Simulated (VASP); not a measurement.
# Cd (P6_3/mmc) in VASP: further runs

One crystal, Cd, is run at these levels: PBE+D3(BJ), PBEsol; tasks: relaxation of cell and atoms.

All numbers are computed with VASP 6.6.1; they aren't measurements. Logs are shortened: lines on timing, memory, paths and dates and some standing lists are left out, and cuts for length are marked.

**1. The crystal as given**

The structure is hexagonal, space group P6_3/mmc (No. 194). Conventional cell: a = 2.958 Å, b = 2.958 Å, c = 5.886 Å, α = 90.00°, β = 90.00°, γ = 120.00°. Cd (site symmetry -6m2) is surrounded by 6 Cd at 2.96 Å.

**2. Relaxation of cell and atoms, PBE+D3(BJ)**

INCAR

```
ALGO = Fast
EDIFF = 1E-7
EDIFFG = -0.005
ENCUT = 600
GGA = PE
IBRION = 2
ISIF = 3
ISMEAR = 0
IVDW = 12
LASPH = True
LCHARG = False
LREAL = False
LWAVE = False
NELM = 60
NSW = 90
PREC = Accurate
SIGMA = 0.1
```

KPOINTS

```
k-points
0
Gamma
  18 18 8
```

POSCAR

```
Cd
1.0
    2.9584748200      0.0000000000      0.0000000000
   -1.4792374100      2.5621143500      0.0000000000
    0.0000000000      0.0000000000      5.8859279300
Cd
2
Direct
    0.3333333300      0.6666666700      0.2500000000
    0.6666666700      0.3333333300      0.7500000000
```

Potentials or basis: VASP PAW PBE potentials, release 64 (Cd).

Started as:

```console
$ cat potpaw_PBE.64/Cd/POTCAR > POTCAR
$ mpirun -np 1 vasp_std > vasp.out
```

OUTCAR:

```text
EDIFF = 1E-7
   EDIFFG = -0.005
   ENCUT = 600
   GGA = PE
   IBRION = 2
   ISIF = 3
   ISMEAR = 0
   IVDW = 12
   LASPH = True
   LREAL = False
   NELM = 60
   NSW = 90
   PREC = Accurate
 IVDW          = 12

 ion  position               nearest neighbor table
   1  0.333  0.667  0.250-   2 3.40   2 3.40   2 3.40   2 3.40   2 3.40   2 3.40
   2  0.667  0.333  0.750-   1 3.40   1 3.40   1 3.40   1 3.40   1 3.40   1 3.40

  LATTYP: Found a hexagonal cell.
 ALAT       =     2.9584748200
 C/A-ratio  =     1.9895142897

  Lattice vectors:

 A1 = (   2.9584748200,   0.0000000000,   0.0000000000)
 A2 = (  -1.4792374100,   2.5621143500,   0.0000000000)
 A3 = (   0.0000000000,   0.0000000000,   5.8859279300)

Analysis of symmetry for initial positions (statically):
=====================================================================
 Subroutine PRICEL returns:
 Original cell was already a primitive cell.

 Routine SETGRP: Setting up the symmetry group for a
 hexagonal supercell.

 Subroutine GETGRP returns: Found 24 space group operations
 (whereof 12 operations were pure point group operations)
 out of a pool of 24 trial point group operations.

The static configuration has the point symmetry D_3d.
 The point group associated with its full space group is D_6h.

Analysis of symmetry for dynamics (positions and initial velocities):
=====================================================================
 Subroutine PRICEL returns:
 Original cell was already a primitive cell.

 Routine SETGRP: Setting up the symmetry group for a
 hexagonal supercell.

 Subroutine GETGRP returns: Found 24 space group operations
 (whereof 12 operations were pure point group operations)
 out of a pool of 24 trial point group operations.

The dynamic configuration has the point symmetry D_3d.
 The point group associated with its full space group is D_6h.

 Subroutine INISYM returns: Found 24 space group operations
 (whereof 12 operations are pure point group operations),
 and found     1 'primitive' translations

----------------------------------------------------------------------------------------

                                     Primitive cell

  volume of cell :      44.6150

  direct lattice vectors                    reciprocal lattice vectors
     2.958474820  0.000000000  0.000000000     0.338012003  0.195151321  0.000000000
    -1.479237410  2.562114350  0.000000000     0.000000000  0.390302642  0.000000000
     0.000000000  0.000000000  5.885927930     0.000000000  0.000000000  0.169896746

  length of vectors
     2.958474820  2.958474820  5.885927930     0.390302642  0.390302642  0.169896746

  position of ions in fractional coordinates (direct lattice)
     0.333333330  0.666666670  0.250000000
     0.666666670  0.333333330  0.750000000

  ion indices of the primitive-cell ions
   primitive index   ion index
                 1           1
                 2           2

----------------------------------------------------------------------------------------

 KPOINTS: k-points

Automatic generation of k-mesh.
 Grid dimensions read from file:
 generate k-points for:   18   18    8

 Generating k-lattice:

  Cartesian coordinates                     Fractional coordinates (reciprocal lattice)
     0.018778445  0.010841740  0.000000000     0.055555556  0.000000000  0.000000000
     0.000000000  0.021683480  0.000000000     0.000000000  0.055555556  0.000000000
     0.000000000  0.000000000  0.021237093     0.000000000  0.000000000  0.125000000

  Length of vectors
     0.021683480  0.021683480  0.021237093

  Shift w.r.t. Gamma in fractional coordinates (k-lattice)
     0.000000000  0.000000000  0.000000000

 Subroutine IBZKPT returns following result:
 ===========================================

 Found    185 irreducible k-points:

 Following reciprocal coordinates:
            Coordinates               Weight
  0.000000  0.000000  0.000000      1.000000
  0.055556 -0.000000  0.000000      6.000000
  0.111111 -0.000000  0.000000      6.000000
  0.166667  0.000000  0.000000      6.000000
  0.222222 -0.000000  0.000000      6.000000
  0.277778  0.000000  0.000000      6.000000
[... 16 lines left out ...]
  0.333333  0.111111  0.000000     12.000000
  0.388889  0.111111  0.000000     12.000000
 [... further k-points ...]
   k-points           NKPTS =    185   k-points in BZ     NKDIM =    185   number of bands    NBANDS=     16
   number of dos      NEDOS =    301   number of ions     NIONS =      2
   total plane-waves  NPLWV =  27648
   dimension x,y,z NGX =    24 NGY =   24 NGZ =   48
   dimension x,y,z NGXF=    48 NGYF=   48 NGZF=   96
   ions per type =               2
   NGX,Y,Z   is equivalent  to a cutoff of  13.49, 13.49, 13.56 a.u.
   NGXF,Y,Z  is equivalent  to a cutoff of  26.97, 26.97, 27.11 a.u.
 SYSTEM =  unknown system
   PREC   = accura    normal or accurate (medium, high low for compatibility)
   ISTART =      0    job   : 0-new  1-cont  2-samecut
   ICHARG =      2    charge: 1-file 2-atom 10-const
   ISPIN  =      1    spin polarized calculation?
   LNONCOLLINEAR =      F non collinear calculations
   LSORBIT =      F    spin-orbit coupling
   LASPH  =      T    aspherical Exc in radial PAW
   ENCUT  =  600.0 eV  44.10 Ry    6.64 a.u.   5.91  5.91 11.76*2*pi/ulx,y,z
   NELM   =     60;   NELMIN=  2; NELMDL= -5     # of ELM steps
   EDIFF  = 0.1E-06   stopping-criterion for ELM
   LREAL  =      F    real-space projection
   EDIFFG = -.5E-02   stopping-criterion for IOM
   NSW    =     90    number of steps for IOM
   IBRION =      2    ionic relax: 0-MD 1-quasi-New 2-CG
   NFREE  =      1    steps in history (QN), initial steepest desc. (CG)
   ISIF   =      3    stress and relaxation
   ISYM   =      2    0-nonsym 1-usesym 2-fastsym
   POTIM  = 0.5000    time-step for ionic-motion
   TEBEG  =    0.0;   TEEND  =   0.0 temperature during run
   PSTRESS=    0.0 pullay stress
   NELECT =      24.0000    total number of electrons
   NUPDOWN=      -1.0000    fix difference up-down
   EMIN   =  10.00;   EMAX   =-10.00  energy-range for DOS
   EFERMI =   0.00;   METHOD = LEGACY
   ISMEAR =     0;   SIGMA  =   0.10  broadening in eV -4-tet -1-fermi 0-gaus
   EFERMI_NEDOS =   21; number of points for ismear=-14 and -15
   IALGO  =     68    algorithm
   IMIX   =      4    mixing-type and parameters
     AMIX     =   0.40;   BMIX     =  1.00
     AMIX_MAG =   1.60;   BMIX_MAG =  1.00
  volume/ion in A,a.u.               =      22.31       150.54
  Fermi-wavevector in a.u.,A,eV,Ry     =   1.331429  2.516037 24.119105  1.772704
  Thomas-Fermi vector in A             =   2.460441
   LORBIT       =      0    0 simple, 1 ext, 2 COOP (PROOUT), +10 PAW based schemes
   GGA     = PE    functional components
   LHFCALC =     F    Hartree Fock is set to
   AEXX    =    0.0000 exact exchange contribution
   IVDW    =    12    specifies the selected vdW correction
   LEPSILON=     F    determine dielectric tensor
   LRPA    =     F    only Hartree local field effects (RPA)
 conjugate gradient relaxation of ions
 non-spin polarized calculation
 RMM-DIIS sequential band-by-band and
 Gauss-broadening in eV      SIGMA  =   0.10
  energy-cutoff  :      600.00
  volume of cell :       44.62
 maximum number of plane-waves:      1507
 NGX is ok and might be reduce to    24
   NGX = 11   NGY = 11   NGZ = 23

--------------------------------------- Ionic step        1  -------------------------------------------

 number of electron      24.0000002 magnetization

 Free energy of the ion-electron system (eV)
  ---------------------------------------------------
  ext. energy  EPLUGINS =         0.00000000
  ---------------------------------------------------
  free energy    TOTEN  =        -1.47881762 eV

  energy without entropy =       -1.47712254  energy(sigma->0) =       -1.47797008

------------------------ aborting loop because EDIFF is reached ----------------------------------------

 Edisp (eV)   -0.85931

 E8    (eV) :    -0.3819

  FORCE on cell =-STRESS in cart. coord.  units (eV):
  Direction    XX          YY          ZZ          XY          YZ          ZX
  --------------------------------------------------------------------------------------
  -------------------------------------------------------------------------------------
  Total      -0.03960    -0.03960    -0.75993     0.00000     0.00000     0.00000
  in kB      -1.42206    -1.42206   -27.29012     0.00000     0.00000     0.00000
  external pressure =      -10.04 kB  Pullay stress =        0.00 kB
[... 97 lines left out ...]
  FREE ENERGIE OF THE ION-ELECTRON SYSTEM (eV)
  ---------------------------------------------------
  free  energy   TOTEN  =        -2.3541759906 eV

  energy  without entropy=       -2.3520872841  energy(sigma->0) =       -2.35313164

[... ionic steps 4 to 8 ...]

--------------------------------------- Ionic step        9  -------------------------------------------

 number of electron      23.9999992 magnetization

------------------------ aborting loop because EDIFF is reached ----------------------------------------

 Edisp (eV)   -0.89698

 E8    (eV) :    -0.3980
[... 69 lines left out ...]
  energy  without entropy=       -2.3573427413  energy(sigma->0) =       -2.35861071

--------------------------------------- Ionic step       11  -------------------------------------------

 number of electron      23.9999992 magnetization

 Free energy of the ion-electron system (eV)
  ---------------------------------------------------
  ext. energy  EPLUGINS =         0.00000000
  ---------------------------------------------------
  free energy    TOTEN  =        -1.46385335 eV

  energy without entropy =       -1.46133706  energy(sigma->0) =       -1.46259521

 E-fermi :   3.1748     XC(G=0): -11.0940

 val. band max:        3.1640589766   @ k =   0.2778   0.0556   0.0000
 cond. band min:       3.1791565977   @ k =   0.3333   0.3333   0.2500
 fundamental gap:      0.0150976211
 Fermi energy:         3.1748161404

 k-point     1 :       0.0000    0.0000    0.0000
  band No.  band energies     occupation
      1      -6.8334      2.00000
      2      -6.5063      2.00000
      3      -6.2126      2.00000
      4      -6.2126      2.00000
      5      -6.1506      2.00000
      6      -6.1506      2.00000
[... 8 lines left out ...]
     15      17.2378      0.00000
     16      17.4552      0.00000
[... 420 lines left out ...]
  band No.  band energies     occupation
      1      -6.8401      2.00000
      2      -6.6070      2.00000
      3      -6.6009      2.00000
      4      -6.1197      2.00000
      5      -6.0424      2.00000
      6      -5.9205      2.00000
[... 8 lines left out ...]
     15       7.6087      0.00000
     16       9.1573      0.00000

 [... further k-points ...]

------------------------ aborting loop because EDIFF is reached ----------------------------------------

 Edisp (eV)   -0.89603

 E8    (eV) :    -0.3976

  FORCE on cell =-STRESS in cart. coord.  units (eV):
  Direction    XX          YY          ZZ          XY          YZ          ZX
  --------------------------------------------------------------------------------------
  -------------------------------------------------------------------------------------
  Total       0.00345     0.00345     0.00058     0.00000    -0.00000     0.00000
  in kB       0.12922     0.12922     0.02186     0.00000    -0.00000     0.00000
  external pressure =        0.09 kB  Pullay stress =        0.00 kB
[... 17 lines left out ...]
  FREE ENERGIE OF THE ION-ELECTRON SYSTEM (eV)
  ---------------------------------------------------
  free  energy   TOTEN  =        -2.3598822455 eV

  energy  without entropy=       -2.3573659551  energy(sigma->0) =       -2.35862410

 reached required accuracy - stopping structural energy minimisation
```

Wall time 8.7 min (1 thread of Intel Xeon Platinum 8375C at 2.90GHz (Ice Lake), shared host); peak memory 0.29 GiB.

Results:

| Quantity | Value |
| --- | --- |
| Free energy | -2.3599 eV |
| Relaxed volume | 21.37 Å³/atom |
| Relaxed cell | a = 3.003 Å, b = 3.003 Å, c = 5.471 Å, α = 90.00°, β = 90.00°, γ = 120.00° |
| Space group after relaxing (to 0.05 Å) | P6_3/mmc (No. 194) |
| Energy gained by relaxing | 10.9 meV/atom |
| Ionic steps | 11 |
| Pressure after relaxing | 0.0 GPa |
| Band gap on the k mesh | none (metal or under the smearing width) |
| Dispersion energy per atom | -0.448 eV |

Step by step:
| step | energy change (eV) | largest force (eV/Å) | pressure (GPa) | volume (Å³) |
| --- | --- | --- | --- | --- |
| 1 | 0.0000 | 0.0000 | -1.00 | 44.62 |
| 2 | -0.0112 | 0.0000 | -0.32 | 43.71 |
| 3 | -0.0160 | 0.0000 | 0.52 | 42.82 |
| 4 | -0.0162 | 0.0000 | 0.71 | 42.64 |
| 5 | -0.0194 | 0.0000 | -0.06 | 43.03 |
| 6 | -0.0198 | 0.0000 | -0.32 | 43.18 |
| 7 | -0.0198 | 0.0000 | -0.44 | 43.25 |
| 8 | -0.0212 | 0.0000 | -0.19 | 42.97 |
| 9 | -0.0217 | 0.0000 | 0.06 | 42.69 |
| 10 | -0.0218 | 0.0000 | -0.01 | 42.75 |
| 11 | -0.0218 | 0.0000 | 0.01 | 42.74 |

Final structure:
```
CELL_PARAMETERS angstrom
3.00346 0.00000 0.00000
-1.50173 2.60107 0.00000
0.00000 0.00000 5.47061
ATOMIC_POSITIONS crystal
Cd 0.33333 0.66667 0.25000
Cd 0.66667 0.33333 0.75000
```

Levels at points of the mesh, in eV from the Fermi level:
| k point | band 10 | band 11 | band 12 | band 13 | band 14 | band 15 |
| --- | --- | --- | --- | --- | --- | --- |
| (0.00, 0.00, 0.00) | -8.62 | -8.62 | -3.09 | -2.77 | 11.44 | 14.06 |
| (0.50, 0.00, 0.00) | -8.37 | -2.60 | -2.14 | 2.07 | 2.93 | 3.26 |
| (0.00, 0.00, 0.50) | -8.74 | -7.51 | -7.51 | 4.19 | 4.19 | 14.40 |
| (0.50, 0.00, 0.50) | -8.38 | -1.74 | -1.74 | -0.13 | -0.13 | 8.41 |

Caveat: pairwise dispersion overbinds metals, which lowers pressure and volume.

**3. Relaxation of cell and atoms, PBEsol**

Changes to INCAR since step 2:

```diff
@@ -3,4 +3,4 @@
 EDIFFG = -0.005
-ENCUT = 600
-GGA = PE
+ENCUT = 300
+GGA = PS
 IBRION = 2
@@ -8,3 +8,2 @@
 ISMEAR = 0
-IVDW = 12
 LASPH = True
```

KPOINTS is that of step 2.

POSCAR is that of step 2.

Potentials or basis: VASP PAW PBE potentials, release 64 (Cd).

Started as:

```console
$ cat potpaw_PBE.64/Cd/POTCAR > POTCAR
$ mpirun -np 1 vasp_std > vasp.out
```

It took 4.8 min on 1 thread of Intel Xeon Platinum 8375C at 2.90GHz (Ice Lake), shared host; peak memory 0.18 GiB.

The run converged, but some of its settings lie outside the range that counts as converged, so its numbers aren't taken as properties of the crystal.

What came out:

| Item | Value |
| --- | --- |
| Free energy | -2.4101 eV |
| Relaxed volume | 20.94 Å³/atom |
| Relaxed cell | a = 2.979 Å, b = 2.979 Å, c = 5.451 Å, α = 90.00°, β = 90.00°, γ = 120.00° |
| Space group after relaxing (to 0.05 Å) | P6_3/mmc (No. 194) |
| Energy gained by relaxing | 10.7 meV/atom |
| Ionic steps | 13 |
| Band gap on the k mesh | none (metal or under the smearing width) |

Caveat: the cutoff is under 1.25 times the usual one of these potentials, so pressure, stress and relaxed cells hold a basis-set (Pulay) error; the PAW data sets were made with another functional, which shifts forces and pressure a little.

(Continued in part 2 of 2.)
